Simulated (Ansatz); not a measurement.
`BCOC` + `CC(=O)O` → `COCOC(C)=O` + BH₃  (substitution at a C–B bond)

Computed with Ansatz on PBE0-D4/def2-TZVP structures; ΔE is electronic, products minus reactants. CCSD(T)/CBS is the MP2 limit (def2-TZVPP, def2-QZVPP) plus CCSD(T) − MP2 in def2-TZVPP, frozen cores. This one scheme is used for every species. Functionals use def2-TZVPP. B3LYP here is the variant with VWN-RPA as its local correlation; programs differ in this. Each species was taken in one conformer, which may not be the lowest.

| level | ΔE (kJ/mol) | difference from CCSD(T)/CBS |
| --- | --- | --- |
| r2SCAN-D4 | 60.8 | 4.8 |
| PBE0-D4 | 64.0 | 8.0 |
| B3LYP-D4 | 56.8 | 0.8 |
| ωB97X-V | 53.8 | -2.2 |
| B2PLYP | 58.9 | 2.9 |
| PBE | 70.9 | 14.9 |
| r2SCAN | 62.5 | 6.5 |
| B3LYP | 64.1 | 8.1 |
| HF/def2-TZVPP | 50.3 | -5.7 |
| SCS-MP2/def2-TZVPP | 51.2 | -4.8 |
| CCSD(T)/def2-TZVPP | 51.7 | -4.3 |
| HF/def2-QZVPP | 50.3 | -5.7 |
| MP2/def2-QZVPP | 57.4 | 1.4 |
| SCS-MP2/def2-QZVPP | 54.0 | -2.0 |
| MP2/CBS(def2) | 59.2 | 3.2 |
| CCSD/CBS(def2) | 58.2 | 2.2 |
| CCSD(T)/CBS | 56.0 | 0 |

Largest T1 diagnostic among the species: 0.015.

The D4 term adds −7.3 kJ/mol with B3LYP and −4.5 kJ/mol with PBE0; it sums over pairs of atoms, weighted by their polarisabilities, and B3LYP, whose exchange is more repulsive, gets the larger term.

CCSD(T)/CBS has its own doubt, a few kJ/mol and more with outer-core shells, so smaller differences from it don't rank the levels.
